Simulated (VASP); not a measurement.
The system is ZnS (Wurtzite-4H).

```xyz
8
Lattice="3.8227 0.0000 0.0000 -1.9114 3.3106 0.0000 0.0000 0.0000 12.5200" Properties=species:S:1:pos:R:3 pbc="T T T"
Zn    1.9114    1.1035    9.3900
Zn    0.0000    2.2070    3.1300
Zn    0.0000    0.0000    6.2600
Zn    0.0000    0.0000    0.0000
S     1.9114    1.1035   11.7375
S     0.0000    2.2070    5.4775
S     0.0000    0.0000    8.6075
S     0.0000    0.0000    2.3475
```

Base run:

- Program: VASP 6.6.1
- Functional: BLYP
- Potentials or basis: VASP PAW PBE potentials, release 64 (Zn, S)
- Cutoff: 520 eV
- k mesh: 8 × 8 × 3
- Occupations: fermi-dirac, width 0.05 eV
- Spin: no spin polarisation

Its results: band gap on the k mesh 2.14 eV, direct.

Task: The run is repeated on the same cell with these changes: functional from BLYP to revPBE; further incar settings from ALGO = Normal; EDIFF = 1e-07 to ALGO = Fast; EDIFF = 1e-07. What comes out?

Result: Band gap on the k mesh 2.26 eV, direct.
